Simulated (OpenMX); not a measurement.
Runs of OpenMX 3.8.5 on Bi. The structure is cubic, space group Im-3m (No. 229). The conventional cell has a = 3.963 Å, b = 3.963 Å, c = 3.963 Å, α = 90.00°, β = 90.00°, γ = 90.00°. Bi (site symmetry m-3m) has 8 Bi at 3.43 Å as nearest neighbours. This isn't the form of Bi at room conditions, which is rhombohedral.

```csv
task,level,potentials or basis,max SCF cycles,"grid points, held for all volumes",pressure (GPa),V0 of scaled cells (Å³/atom),B0 (GPa)
band structure,PBE,"OpenMX 2013 PBE set, Bi8.0-s3p2d2f2, grid cutoff 500 Ry",100,-,1.4,-,-
equation of state,PBE,"OpenMX 2013 PBE set, Bi8.0-s3p2d2, fixed grid of 36 × 36 × 36 points",-,36 × 36 × 36,-,(c),(b)
equation of state,LDA,"OpenMX 2013 LDA set, Bi8.0-s3p2d2f1, fixed grid of 36 × 36 × 36 points",-,36 × 36 × 36,-,(a),66
band structure,PBE,"OpenMX 2013 PBE set, Bi8.0-s3p2d2, grid cutoff 500 Ry",100,-,2.0,-,-
band structure,LDA,"OpenMX 2013 LDA set, Bi8.0-s3p2d2f1, grid cutoff 500 Ry",100,-,-2.7,-,-
equation of state,PBE,"OpenMX 2013 PBE set, Bi8.0-s3p2d2f2, fixed grid of 36 × 36 × 36 points",-,36 × 36 × 36,-,31.92,53
```

Alike in all rows: no spin polarisation; cell as given; k mesh 9 × 9 × 9; smearing fermi-dirac 0.05 eV.

Problem. Fill in the values left out.

Solution. (a) 29.74; (b) 50; (c) 32.27.

Caveats: the basis of atomic orbitals isn't converged, which shifts pressures, moduli and gaps; the basis has few d functions beyond the semicore shells, which can make volumes several per cent too large (some runs); volumes in these bases differ from converged ones by about 1 %, for some elements by several (some runs).
